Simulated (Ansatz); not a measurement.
# CsPbI3: holes 3.0×10^21 cm⁻³

Start from CsPbI₃ in the cubic perovskite structure (space group Pm-3m, No. 221; a = 6.390 Å).

It is then changed as follows: hole doping at 3.0×10^21 cm⁻³ (0.783 per cell), with a uniform compensating background at fixed cell and a 300 K Fermi–Dirac width.

All numbers come from DFT with PBE, PAW potentials and a 420 eV plane-wave cutoff in Ansatz (a quantum-chemistry and plane-wave program), without spin-orbit coupling. Γ-centred 8×8×8 mesh, Fermi–Dirac width 0.0259 eV.

```json
[
 {"quantity": "gap between the host's bands", "base": "1.48 eV", "changed": "1.54 eV", "shift": "+0.06 eV"},
 {"quantity": "gap character", "base": "direct at R", "changed": "direct at R", "shift": "–"},
 {"quantity": "Fermi level relative to the doped band's edge (positive inside the band; to 0.05 eV)", "base": "–", "changed": "+0.70 eV", "shift": "–"}
]
```

Cost of the whole job for the changed cell (relaxation, final SCF and bands): roughly 60 core-seconds.

Carriers are added with a uniform compensating background; total energy and stress of such cells depend on the potential's zero and are not compared; many-body gap narrowing is missing at this level. With I and Pb present, leaving out spin-orbit coupling can change the band edges. Stability against distortions was not tested. Many cubic perovskites are stable only at high temperature; tilts and polar distortions were not tested. This is not the structure that CsPbI3 has at room temperature and ambient pressure.
